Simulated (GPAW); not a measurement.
Crystal: CoO.

```
Co O
1.0
    -1.50800    1.50800    2.10725
     1.50800   -1.50800    2.10725
     1.50800    1.50800   -2.10725
Co O
1 1
Direct
  0.00000 0.00000 0.00000
  0.50000 0.50000 0.00000
```

Base run:

| Quantity | Value |
| --- | --- |
| Program | GPAW 26.7.0 |
| Functional | PBE |
| Potentials or basis | GPAW PAW data sets (gpaw-data 1.2.1) |
| Cutoff | 800 eV |
| Basis | pw |
| k mesh | 12 × 12 × 12 |
| Occupations | fermi-dirac, width 0.05 eV |
| Spin | collinear spin, ferromagnetic start |
| Starting moments | [2.0, 0.0] μB |
| Hubbard terms | Co d U = 4 eV |

Its results: band gap on the k mesh none (metal or under the smearing width); pressure 4.0 GPa; net moment 3.00 μB per cell; site moments Co +2.72; O +0.17 μB.

**Question.** The run is repeated on the same cell with these changes: hubbard terms from Co d U = 4 eV to Co d U = 1 eV. What comes out?

**Answer.** Band gap on the k mesh none (metal or under the smearing width); pressure 2.4 GPa; net moment 3.00 μB per cell; site moments Co +2.61; O +0.23 μB.

Caveats: a cell with one magnetic atom can't hold antiferromagnetic order, which such compounds often take.

Not every run made on this cell is shown here.
